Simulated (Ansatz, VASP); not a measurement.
This is a calculation of Al for VASP 6.6.1.

File INCAR:

```
ALGO = Normal
EDIFF = 1E-7
ENCUT = 520
ISIF = 2
ISMEAR = -1
LASPH = True
LCHARG = False
LREAL = False
LWAVE = False
NBANDS = 10
NELM = 100
PREC = Accurate
SIGMA = 0.05
```

The input KPOINTS:

```
k-points
0
Gamma
  11 11 6
```

File POSCAR:

```
Al
1.0
    2.7744445386      0.0000000000      0.0000000000
   -1.3872222692      2.4027394518      0.0000000000
    0.0000000000      0.0000000000      4.8010736936
Al
2
Direct
    0.3333333333      0.6666666667      0.2500000000
    0.6666666667      0.3333333333      0.7500000000
```

Potentials or basis: VASP PAW LDA potentials, release 64 (Al).

Run with:

```sh
$ cat potpaw_LDA.64/Al/POTCAR > POTCAR
$ mpirun -np 1 vasp_std > vasp.out
```

Question: Translate it to Ansatz 0.2.0. Potentials there: Ansatz PAW.

Answer: As run (the cutoff follows the program's own potentials):

The input input.yaml:

```yaml
crystal:
  lattice:
    - [2.7744445386, 0.0, 0.0]
    - [-1.3872222692, 2.4027394518, 0.0]
    - [0.0, 0.0, 4.8010736936]
  atoms:
    - { symbol: Al, position: [0.3333333333, 0.6666666667, 0.25] }
    - { symbol: Al, position: [0.6666666667, 0.3333333333, 0.75] }
hamiltonian:
  xc: lda
  pseudopotentials: { kind: paw }
kpoints:
  mp_grid: { grid: [11, 11, 6] }
scf:
  occupations: { method: fermi_dirac, width: 0.05 }
output:
  forces: true
  stress: true
  eigenvalues: true
```

Potentials or basis: Ansatz PAW.

The run is started by

```sh
$ ansatz run input.yaml --threads 1 --pin off --max-ram 3584MiB --backend cpu --events-out ev --progress --plain --runs-dir out
```

Both were run:

|  | VASP | Ansatz | Ansatz less VASP |
| --- | --- | --- | --- |
| gap on the k mesh at the Fermi level (eV) | none | none | - |
| pressure (GPa) | 0.1 | 0.0 | -0.08 |
| largest component of the traceless stress (GPa) | 3.36 | 3.33 | -0.034 |

A gap of «none» marks a metal or a gap that the smearing closes.

Caveats: the PAW data sets come from PBE, with cores solved anew for the run's functional, which leaves a small shift of forces and pressure (Ansatz).
